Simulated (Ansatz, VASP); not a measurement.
**ZrGe in two plane-wave programs**

Wanted: the spread between two codes on one cell, functional and k mesh. The cell is generated by rule, not measured, and may not be a known phase. The cell is taken from a series of runs on this material, whose earlier steps may have relaxed, scaled, displaced or heated it; both programs get it as it stands.

Program: Ansatz 0.2.0. Level of theory: plane waves, with VASP 6.6.1 beside it; zone-centre phonons at PBE. Results are calculated unless marked as measured.

The structure was built from a prototype and need not be the compound's stable phase.

## Step 1: Starting point

The structure is hexagonal, space group P6_3/mmc (No. 194). Conventional cell: a = 4.678 Å, b = 4.678 Å, c = 5.382 Å, α = 90.00°, β = 90.00°, γ = 120.00°. Nearest to Zr lie 5 Ge at 2.69 to 2.70 Å. Ge has 5 Zr at 2.69 to 2.70 Å nearest. Farther neighbours are not listed.

Coordinates:

```cif
data_structure
_symmetry_space_group_name_H-M 'P 1'
_symmetry_Int_Tables_number 1
_cell_length_a 4.6780
_cell_length_b 4.6780
_cell_length_c 5.3818
_cell_angle_alpha 90.000
_cell_angle_beta 90.000
_cell_angle_gamma 120.000
_cell_volume 101.99
loop_
_atom_site_label
_atom_site_type_symbol
_atom_site_fract_x
_atom_site_fract_y
_atom_site_fract_z
_atom_site_occupancy
Zr1 Zr 0.33333 0.66667 0.93750 1
Zr2 Zr 0.66667 0.33333 0.43750 1
Ge3 Ge 0.33333 0.66667 0.43750 1
Ge4 Ge 0.66667 0.33333 0.93750 1
```

## Step 2: VASP: zone-centre phonons, PBE

Second derivatives magnify differences that forces hide, and they need a tight electronic threshold.

Lines of VASP's logs that name or quote its potential files are left out, and so is its time.

INCAR reads:

```
SYSTEM = ZrGe
PREC = Accurate
ENCUT = 500
EDIFF = 1E-08
NELM = 120
ISMEAR = 1
SIGMA = 0.15
LREAL = .FALSE.
ALGO = Normal
GGA = PE
NBANDS = 32
LASPH = .TRUE.
LORBIT = 11
LWAVE = .FALSE.
LCHARG = .FALSE.
ISIF = 2
IBRION = 8
GGA_COMPAT = .FALSE.
KPAR = 2
```

POSCAR reads:

```
ZrGe
1.0
    4.6779773278      0.0000000000      0.0000000000
   -2.3389886639      4.0512472042      0.0000000000
    0.0000000000      0.0000000000      5.3817859827
Zr Ge
2 2
Direct
    0.3333333333      0.6666666667      0.9375000000
    0.6666666667      0.3333333333      0.4375000000
    0.3333333333      0.6666666667      0.4375000000
    0.6666666667      0.3333333333      0.9375000000
```

KPOINTS reads:

```
Automatic mesh
0
Gamma
10 10 8
0 0 0
```

PAW data sets: Zr_sv and Ge_d (PBE family, release 64).

Command:

```bash
> mpirun -np 2 vasp_std
```

Numbers of over 12 decimals in the logs are rounded to 6 here.

Log:

```text
[banner, memory and clock lines left out]
running    2 mpi-ranks, on    1 nodes
 distrk:  each k-point on    1 cores,    2 groups
 distr:  one band on    1 cores,    1 groups

 POSCAR found type information on POSCAR ZrGe
 POSCAR found :  2 types and       4 ions
 LDA part: xc-table for (Slater+PW92), standard interpolation
 POSCAR, INCAR and KPOINTS ok, starting setup
 FFT: planning ... GRIDC
 FFT: planning ... GRID_SOFT
 FFT: planning ... GRID
 WAVECAR not read
 entering main loop
       N       E                     dE             d eps       ncg     rms          rms(c)
DAV:   1     0.612287150765E+03    0.61229E+03   -0.25822E+04  5424   0.332E+03
DAV:   2     0.667542733941E+02   -0.54553E+03   -0.53261E+03  4584   0.898E+02
DAV:   3    -0.218278506551E+02   -0.88582E+02   -0.87700E+02  6232   0.210E+02
DAV:   4    -0.296200934946E+02   -0.77922E+01   -0.77526E+01  6936   0.617E+01
DAV:   5    -0.300090267539E+02   -0.38893E+00   -0.38883E+00  6752   0.111E+01    0.163E+01
DAV:   6    -0.275669379182E+02    0.24421E+01   -0.86442E+00  7624   0.531E+01    0.519E+00
DAV:   7    -0.275317097854E+02    0.35228E-01   -0.17780E+00  6216   0.822E+00    0.191E+00
DAV:   8    -0.275224666074E+02    0.92432E-02   -0.13625E-01  6352   0.337E+00    0.111E+00
DAV:   9    -0.275226230907E+02   -0.15648E-03   -0.20286E-02  6616   0.891E-01    0.151E-01
DAV:  10    -0.275225981093E+02    0.24981E-04   -0.14097E-03  5824   0.353E-01    0.567E-02
DAV:  11    -0.275227095260E+02   -0.11142E-03   -0.46302E-04  7360   0.122E-01    0.311E-02
DAV:  12    -0.275227035940E+02    0.59320E-05   -0.73096E-05  5600   0.671E-02    0.116E-02
DAV:  13    -0.275227051393E+02   -0.15453E-05   -0.99605E-06  6888   0.237E-02    0.246E-03
DAV:  14    -0.275227057307E+02   -0.59139E-06   -0.86373E-07  5984   0.510E-03    0.135E-03
DAV:  15    -0.275227058910E+02   -0.16035E-06   -0.15718E-07  6928   0.338E-03    0.616E-04
DAV:  16    -0.275227059258E+02   -0.34804E-07   -0.97156E-09  4024   0.594E-04    0.126E-04
DAV:  17    -0.275227059404E+02   -0.14603E-07   -0.12437E-09  3696   0.313E-04    0.522E-05
DAV:  18    -0.275227059453E+02   -0.48631E-08   -0.86591E-10  3624   0.218E-04
   1 F= -.27522706E+02 E0= -.27522839E+02  d E =0.399682E-03
 Linear response reoptimize wavefunctions to high precision
DAV:   1    -0.275227059443E+02    0.10323E-08   -0.23928E-10  3536   0.177E-04
DAV:   2    -0.275227059443E+02   -0.16371E-10   -0.10297E-10  3536   0.783E-05
 Linear response DOF=           4
 Linear response progress:
  Degree of freedom:   1/  4
       N       E                     dE             d eps       ncg     rms          rms(c)
RMM:   1    -0.742859834995E+00   -0.74286E+00    0.31882E+00 22742   0.982E+00
RMM:   2    -0.690982142630E+00    0.51878E-01   -0.28803E-01 29941   0.204E+00    0.197E-01
RMM:   3    -0.694320991049E+00   -0.33388E-02   -0.47819E-02 37159   0.673E-01    0.842E-02
RMM:   4    -0.696210028696E+00   -0.18890E-02   -0.39725E-03 41878   0.214E-01    0.520E-02
RMM:   5    -0.696649119352E+00   -0.43909E-03   -0.12382E-03 41742   0.110E-01    0.216E-02
RMM:   6    -0.696576026919E+00    0.73092E-04   -0.21901E-04 44733   0.502E-02    0.107E-02
RMM:   7    -0.696561266747E+00    0.14760E-04   -0.80094E-05 44940   0.285E-02    0.247E-03
RMM:   8    -0.696555826094E+00    0.54407E-05   -0.34145E-05 45656   0.162E-02    0.967E-04
RMM:   9    -0.696566549674E+00   -0.10724E-04   -0.27866E-05 46042   0.108E-02    0.483E-04
RMM:  10    -0.696569935711E+00   -0.33860E-05   -0.19939E-05 46251   0.720E-03    0.176E-04
RMM:  11    -0.696572991489E+00   -0.30558E-05   -0.14852E-05 46068   0.516E-03    0.236E-04
RMM:  12    -0.696574511965E+00   -0.15205E-05   -0.10728E-05 46250   0.383E-03    0.972E-05
RMM:  13    -0.696577090346E+00   -0.25784E-05   -0.10561E-05 45586   0.296E-03    0.433E-05
RMM:  14    -0.696576847452E+00    0.24289E-06   -0.80480E-06 46206   0.234E-03    0.513E-05
[...]
RMM:  26    -0.696580296675E+00   -0.39052E-06   -0.17680E-06 41774   0.520E-04    0.210E-05
RMM:  27    -0.696580469967E+00   -0.17329E-06   -0.17517E-06 42635   0.486E-04    0.188E-05
RMM:  28    -0.696580651150E+00   -0.18118E-06   -0.15016E-06 42598   0.459E-04    0.147E-05
RMM:  29    -0.696580853935E+00   -0.20278E-06   -0.15155E-06 42891   0.435E-04    0.132E-05
RMM:  30    -0.696580765604E+00    0.88331E-07   -0.12825E-06 42500   0.412E-04    0.146E-05
RMM:  31    -0.696580689036E+00    0.76567E-07   -0.13213E-06 42219   0.395E-04    0.167E-05
RMM:  32    -0.696580707028E+00   -0.17991E-07   -0.11241E-06 42795   0.377E-04    0.168E-05
RMM:  33    -0.696580807519E+00   -0.10049E-06   -0.11690E-06 41754   0.363E-04    0.152E-05
 first order change of Fermi-energy  -0.72650E-05
 force on displaced ion       1 direction 1 :  -8.515   0.001   0.000
 Linear response progress:
  Degree of freedom:   2/  4
       N       E                     dE             d eps       ncg     rms          rms(c)
RMM:   1    -0.756258160634E+00   -0.75626E+00    0.37336E+00  7937   0.101E+01
RMM:   2    -0.704018991057E+00    0.52239E-01   -0.29337E-01 11612   0.193E+00    0.178E-01
RMM:   3    -0.706665156424E+00   -0.26462E-02   -0.53500E-02 12794   0.660E-01    0.693E-02
RMM:   4    -0.708343199215E+00   -0.16780E-02   -0.48644E-03 13972   0.221E-01    0.487E-02
RMM:   5    -0.708626232121E+00   -0.28303E-03   -0.14514E-03 14076   0.124E-01    0.216E-02
RMM:   6    -0.708564255677E+00    0.61976E-04   -0.32984E-04 15192   0.536E-02    0.102E-02
RMM:   7    -0.708576338238E+00   -0.12083E-04   -0.12039E-04 15811   0.283E-02    0.262E-03
RMM:   8    -0.708606971537E+00   -0.30633E-04   -0.55068E-05 15986   0.161E-02    0.593E-04
RMM:   9    -0.708614328458E+00   -0.73569E-05   -0.25201E-05 15958   0.104E-02    0.477E-04
RMM:  10    -0.708622781946E+00   -0.84535E-05   -0.18743E-05 16009   0.714E-03    0.312E-04
RMM:  11    -0.708633246920E+00   -0.10465E-04   -0.12078E-05 15081   0.562E-03    0.276E-04
RMM:  12    -0.708628730394E+00    0.45165E-05   -0.84932E-06 15620   0.425E-03    0.117E-04
RMM:  13    -0.708629021034E+00   -0.29064E-06   -0.63838E-06 16187   0.329E-03    0.150E-04
RMM:  14    -0.708630790721E+00   -0.17697E-05   -0.37454E-06 15994   0.261E-03    0.138E-04
RMM:  15    -0.708634815543E+00   -0.40248E-05   -0.24989E-06 14875   0.224E-03    0.417E-05
RMM:  16    -0.708636204341E+00   -0.13888E-05   -0.21910E-06 15865   0.184E-03    0.122E-05
RMM:  17    -0.708636538050E+00   -0.33371E-06   -0.12794E-06 16329   0.155E-03    0.206E-05
RMM:  18    -0.708635504505E+00    0.10335E-05   -0.12576E-06 15062   0.136E-03    0.723E-05
RMM:  19    -0.708636190756E+00   -0.68625E-06   -0.60269E-07 15711   0.120E-03    0.681E-05
RMM:  20    -0.708636808553E+00   -0.61780E-06   -0.68132E-07 15828   0.107E-03    0.638E-05
RMM:  21    -0.708636929864E+00   -0.12131E-06   -0.45815E-07 16384   0.964E-04    0.724E-05
 first order change of Fermi-energy   0.87130E-03
 force on displaced ion       1 direction 3 :   0.000   0.000 -10.143
 Linear response progress:
  Degree of freedom:   3/  4
       N       E                     dE             d eps       ncg     rms          rms(c)
RMM:   1    -0.190088334532E+00   -0.19009E+00    0.10188E+01 21850   0.458E+01
RMM:   2    -0.198709913897E+00   -0.86216E-02   -0.14187E-02 31350   0.608E-01    0.111E-01
RMM:   3    -0.198913056725E+00   -0.20314E-03   -0.12889E-03 34312   0.189E-01    0.630E-02
RMM:   4    -0.199311277669E+00   -0.39822E-03   -0.33167E-04 37142   0.923E-02    0.121E-02
RMM:   5    -0.199285596068E+00    0.25682E-04   -0.82450E-05 39250   0.314E-02    0.690E-03
RMM:   6    -0.199328003357E+00   -0.42407E-04   -0.35516E-05 42953   0.173E-02    0.269E-03
RMM:   7    -0.199314438786E+00    0.13565E-04   -0.16337E-05 44684   0.104E-02    0.947E-04
RMM:   8    -0.199320078703E+00   -0.56399E-05   -0.70911E-06 44563   0.668E-03    0.504E-04
RMM:   9    -0.199319451534E+00    0.62717E-06   -0.35074E-06 45700   0.430E-03    0.194E-04
RMM:  10    -0.199319438532E+00    0.13001E-07   -0.14531E-06 46411   0.282E-03    0.173E-04
RMM:  11    -0.199319864781E+00   -0.42625E-06   -0.43877E-07 46297   0.193E-03    0.713E-05
RMM:  12    -0.199320040882E+00   -0.17610E-06   -0.23708E-07 46528   0.134E-03    0.295E-05
RMM:  13    -0.199319967715E+00    0.73167E-07   -0.33097E-08 46319   0.964E-04    0.568E-05
RMM:  14    -0.199319950639E+00    0.17076E-07   -0.10580E-07 46765   0.711E-04    0.915E-05
RMM:  15    -0.199319985285E+00   -0.34646E-07   -0.24286E-08 46018   0.550E-04    0.891E-05
RMM:  16    -0.199320017168E+00   -0.31884E-07   -0.82528E-08 46354   0.434E-04    0.832E-05
RMM:  17    -0.199320012647E+00    0.45212E-08   -0.40613E-08 46468   0.357E-04    0.900E-05
 first order change of Fermi-energy  -0.69677E-04
 force on displaced ion       3 direction 1 :  -7.773  -0.005   0.000
 Linear response progress:
  Degree of freedom:   4/  4
       N       E                     dE             d eps       ncg     rms          rms(c)
RMM:   1    -0.194618053566E+00   -0.19462E+00    0.98383E+00  7640   0.448E+01
RMM:   2    -0.202164338182E+00   -0.75463E-02   -0.16160E-02 11213   0.656E-01    0.744E-02
RMM:   3    -0.202503359529E+00   -0.33902E-03   -0.14641E-03 11753   0.193E-01    0.477E-02
RMM:   4    -0.203007601594E+00   -0.50424E-03   -0.40859E-04 12931   0.106E-01    0.994E-03
RMM:   5    -0.202895241332E+00    0.11236E-03   -0.79949E-05 13036   0.395E-02    0.803E-03
RMM:   6    -0.202971521202E+00   -0.76280E-04    0.44570E-06 14239   0.219E-02    0.314E-03
RMM:   7    -0.202953969696E+00    0.17552E-04    0.43657E-05 15336   0.117E-02    0.962E-04
RMM:   8    -0.202960252308E+00   -0.62826E-05    0.22843E-05 15995   0.690E-03    0.577E-04
RMM:   9    -0.202961477768E+00   -0.12255E-05    0.32418E-05 16067   0.420E-03    0.440E-04
RMM:  10    -0.202967426962E+00   -0.59492E-05    0.23796E-05 15408   0.298E-03    0.124E-04
RMM:  11    -0.202967005188E+00    0.42177E-06    0.17835E-05 15770   0.195E-03    0.188E-04
RMM:  12    -0.202967297917E+00   -0.29273E-06    0.18778E-05 16414   0.131E-03    0.201E-04
RMM:  13    -0.202967720699E+00   -0.42278E-06    0.16907E-05 16149   0.922E-04    0.228E-04
RMM:  14    -0.202968401646E+00   -0.68095E-06    0.92423E-06 16009   0.674E-04    0.199E-04
 first order change of Fermi-energy  -0.13213E-02
 force on displaced ion       3 direction 3 :  -0.000  -0.000  -9.591
 Linear response finished
```

Parts of OUTCAR (step 2):

```text
ion  position               nearest neighbor table
   1  0.333  0.667  0.938-   3 2.69   3 2.69   4 2.70   4 2.70   4 2.70   2 3.81   2 3.81   2 3.81
                             2 3.81   2 3.81   2 3.81
   2  0.667  0.333  0.438-   4 2.69   4 2.69   3 2.70   3 2.70   3 2.70   1 3.81   1 3.81   1 3.81
                             1 3.81   1 3.81   1 3.81
   3  0.333  0.667  0.438-   1 2.69   1 2.69   2 2.70   2 2.70   2 2.70
   4  0.667  0.333  0.938-   2 2.69   2 2.69   1 2.70   1 2.70   1 2.70

  LATTYP: Found a hexagonal cell.
 ALAT       =     4.6779773278
 C/A-ratio  =     1.1504514891

 Subroutine GETGRP returns: Found 24 space group operations
 (whereof  6 operations were pure point group operations)

The static configuration has the point symmetry C_3v.
 The point group associated with its full space group is D_6h.

 Found     70 irreducible k-points:

   k-points           NKPTS =     70   k-points in BZ     NKDIM =     70   number of bands    NBANDS=     32

   dimension x,y,z NGX =    36 NGY =   36 NGZ =   40
   dimension x,y,z NGXF=    72 NGYF=   72 NGZF=   80

   ENCUT  =  500.0 eV  36.75 Ry    6.06 a.u.   8.53  8.53  9.81*2*pi/ulx,y,z

   NELECT =      52.0000    total number of electrons

 k-points in reciprocal lattice and weights: Automatic mesh
   0.00000000  0.00000000  0.00000000       0.001
   0.10000000  0.00000000  0.00000000       0.007
   0.20000000  0.00000000  0.00000000       0.007
   0.30000000  0.00000000  0.00000000       0.007
   0.40000000  0.00000000  0.00000000       0.007
   0.50000000  0.00000000  0.00000000       0.004
   0.10000000  0.10000000  0.00000000       0.007
   0.20000000  0.10000000  0.00000000       0.015
   0.30000000  0.10000000  0.00000000       0.015
[...]
0.40000000  0.20000000  0.50000000       0.007
   0.30000000  0.30000000  0.50000000       0.007

 average (electrostatic) potential at core
       1 -78.5143       2 -78.5143       3 -72.5744       4 -72.5744

  Total        0.0070066      0.0070066      0.0490456      0.0000000      0.0000000      0.0000000
  in kB        0.1100646      0.1100646      0.7704367      0.0000000      0.0000000      0.0000000
  external PRESSURE =       0.3301886 kB  Pullay stress =       0.0000000 kB

  energy-cutoff  :      500.00
  volume of cell :      101.99
      direct lattice vectors                 reciprocal lattice vectors
     4.677977328  0.000000000  0.000000000     0.213767603  0.123418783  0.000000000
    -2.338988664  4.051247204  0.000000000     0.000000000  0.246837566  0.000000000
     0.000000000  0.000000000  5.381785983     0.000000000  0.000000000  0.185811923

 POSITION                                       TOTAL-FORCE (eV/Angst)
 -----------------------------------------------------------------------------------
     -0.00000      2.70083      5.04542         0.000000      0.000000      0.000000
      2.33899      1.35042      2.35453        -0.000000     -0.000000      0.000000
     -0.00000      2.70083      2.35453        -0.000000      0.000000     -0.000000
      2.33899      1.35042      5.04542        -0.000000     -0.000000      0.000000
 -----------------------------------------------------------------------------------
    total drift:                               -0.000000      0.000000      0.000000

 Eigenvectors and eigenvalues of the dynamical matrix
 ----------------------------------------------------

   1 f  =    7.747666 THz    48.680022 2PiTHz  258.434322 cm-1    32.041758 meV
             X         Y         Z           dx          dy          dz
     -0.000000  2.700831  5.045424     0.000000   -0.000000    0.475020
      2.338989  1.350416  2.354531     0.000000   -0.000000   -0.475020
     -0.000000  2.700831  2.354531    -0.000000   -0.000000   -0.523790
      2.338989  1.350416  5.045424    -0.000000    0.000000    0.523790

   2 f  =    6.977341 THz    43.839929 2PiTHz  232.739055 cm-1    28.855952 meV
             X         Y         Z           dx          dy          dz
     -0.000000  2.700831  5.045424    -0.000000   -0.000000    0.471673
      2.338989  1.350416  2.354531     0.000000   -0.000000    0.471673
     -0.000000  2.700831  2.354531    -0.000000   -0.000000   -0.526806
      2.338989  1.350416  5.045424    -0.000000    0.000000   -0.526806

   3 f  =    6.801074 THz    42.732409 2PiTHz  226.859414 cm-1    28.126970 meV
             X         Y         Z           dx          dy          dz
     -0.000000  2.700831  5.045424     0.471330    0.000006   -0.000000
      2.338989  1.350416  2.354531     0.471330    0.000006   -0.000000
     -0.000000  2.700831  2.354531    -0.527113   -0.000006    0.000000
      2.338989  1.350416  5.045424    -0.527113   -0.000006    0.000000

   4 f  =    6.801074 THz    42.732409 2PiTHz  226.859414 cm-1    28.126970 meV
             X         Y         Z           dx          dy          dz
     -0.000000  2.700831  5.045424    -0.000006    0.471330    0.000000
      2.338989  1.350416  2.354531    -0.000006    0.471330   -0.000000
     -0.000000  2.700831  2.354531     0.000006   -0.527113   -0.000000
      2.338989  1.350416  5.045424     0.000006   -0.527113    0.000000

   5 f  =    6.405059 THz    40.244173 2PiTHz  213.649774 cm-1    26.489184 meV
             X         Y         Z           dx          dy          dz
     -0.000000  2.700831  5.045424    -0.487068   -0.000130    0.000000
      2.338989  1.350416  2.354531     0.487068    0.000130    0.000000
     -0.000000  2.700831  2.354531    -0.512606   -0.000136   -0.000000
      2.338989  1.350416  5.045424     0.512606    0.000136    0.000000

   6 f  =    6.405059 THz    40.244173 2PiTHz  213.649774 cm-1    26.489184 meV
             X         Y         Z           dx          dy          dz
     -0.000000  2.700831  5.045424     0.000130   -0.487068   -0.000000
      2.338989  1.350416  2.354531    -0.000130    0.487068    0.000000
     -0.000000  2.700831  2.354531     0.000136   -0.512606    0.000000
      2.338989  1.350416  5.045424    -0.000136    0.512606    0.000000

   7 f  =    3.266732 THz    20.525485 2PiTHz  108.966463 cm-1    13.510113 meV
             X         Y         Z           dx          dy          dz
     -0.000000  2.700831  5.045424     0.512605   -0.000399    0.000000
      2.338989  1.350416  2.354531    -0.512605    0.000399    0.000000
     -0.000000  2.700831  2.354531    -0.487068    0.000379   -0.000000
      2.338989  1.350416  5.045424     0.487068   -0.000379    0.000000

   8 f  =    3.266732 THz    20.525485 2PiTHz  108.966463 cm-1    13.510113 meV
             X         Y         Z           dx          dy          dz
     -0.000000  2.700831  5.045424     0.000399    0.512605   -0.000000
      2.338989  1.350416  2.354531    -0.000399   -0.512605    0.000000
     -0.000000  2.700831  2.354531    -0.000379   -0.487068   -0.000000
      2.338989  1.350416  5.045424     0.000379    0.487068    0.000000

   9 f  =    3.194129 THz    20.069305 2PiTHz  106.544679 cm-1    13.209851 meV
             X         Y         Z           dx          dy          dz
     -0.000000  2.700831  5.045424    -0.000000   -0.000000   -0.523790
      2.338989  1.350416  2.354531    -0.000000   -0.000000    0.523790
     -0.000000  2.700831  2.354531     0.000000   -0.000000   -0.475020
      2.338989  1.350416  5.045424    -0.000000   -0.000000    0.475020

  10 f/i=    0.007613 THz     0.047835 2PiTHz    0.253946 cm-1     0.031485 meV
             X         Y         Z           dx          dy          dz
     -0.000000  2.700831  5.045424    -0.402245   -0.340657    0.000000
      2.338989  1.350416  2.354531    -0.402245   -0.340657   -0.000000
     -0.000000  2.700831  2.354531    -0.359677   -0.304606    0.000000
      2.338989  1.350416  5.045424    -0.359677   -0.304606    0.000000

  11 f/i=    0.007613 THz     0.047835 2PiTHz    0.253946 cm-1     0.031485 meV
             X         Y         Z           dx          dy          dz
     -0.000000  2.700831  5.045424    -0.340657    0.402245   -0.000000
      2.338989  1.350416  2.354531    -0.340657    0.402245   -0.000000
     -0.000000  2.700831  2.354531    -0.304606    0.359677   -0.000000
      2.338989  1.350416  5.045424    -0.304606    0.359677    0.000000

  12 f/i=    0.012346 THz     0.077571 2PiTHz    0.411812 cm-1     0.051058 meV
             X         Y         Z           dx          dy          dz
     -0.000000  2.700831  5.045424     0.000000   -0.000000   -0.526806
      2.338989  1.350416  2.354531    -0.000000   -0.000000   -0.526806
     -0.000000  2.700831  2.354531     0.000000   -0.000000   -0.471673
      2.338989  1.350416  5.045424    -0.000000   -0.000000   -0.471673

 ELASTIC MODULI CONTR FROM IONIC RELAXATION (kBar)
 Direction    XX          YY          ZZ          XY          YZ          ZX
 --------------------------------------------------------------------------------
 XX        -479.5689    479.5689      0.0000     -0.0000     -0.0000      0.0000
 YY         479.5689   -479.5689     -0.0000      0.0000      0.0000      0.0000
 ZZ           0.0000     -0.0000     -0.0000      0.0000      0.0000      0.0000
 XY          -0.0000      0.0000      0.0000   -479.5689      0.0000      0.0000
 YZ          -0.0000      0.0000      0.0000      0.0000     -0.0000      0.0000
 ZX           0.0000      0.0000      0.0000      0.0000      0.0000      0.0000
 --------------------------------------------------------------------------------
```

(Continued in part 2 of 2.)

[Lines on the potential files, build, host, timing and source positions are cut from VASP's logs without a mark.]

[Logs are printed without paths, hosts, clocks, repeated set-up lines and the standing remarks that a program may print on its own settings, such as how far it seeks lower states.]

[Hosts, paths, dates, database ids (printed as entryN), source tags and the programs' standing remarks are cut or masked in the printed files.]
